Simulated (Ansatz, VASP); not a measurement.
## Sn in VASP and in Ansatz

```
CELL_PARAMETERS angstrom
0.00000 3.32732 3.32732
3.32732 0.00000 3.32732
3.32732 3.32732 0.00000
ATOMIC_POSITIONS crystal
Sn 0.00000 0.00000 0.00000
Sn 0.25000 0.25000 0.25000
```

Alike in both runs: functional PBE; k mesh 12 × 12 × 12; occupations gaussian, width 0.1 eV; no spin polarisation.

Ansatz relaxed the structure, and its values are those at the end. VASP's run is a single point on that final structure, the one shown.

|  | VASP | Ansatz |
| --- | --- | --- |
| version | VASP 6.6.1 | Ansatz 0.2.0 |
| potentials or method | VASP PAW PBE potentials, release 64 (Sn_d) | scalar-relativistic, plane waves, PAW |
| plane-wave cutoff (eV) | 520 | 420 |
| valence electrons in the cell | 28 | 28 |

|  | VASP | Ansatz | Ansatz less VASP |
| --- | --- | --- | --- |
| gap on the k mesh at the Fermi level (eV) | none | none | - |
| pressure (GPa) | 0.0 | 0.0 | +0.05 |

A gap of «none» marks a metal or a gap that the smearing closes.
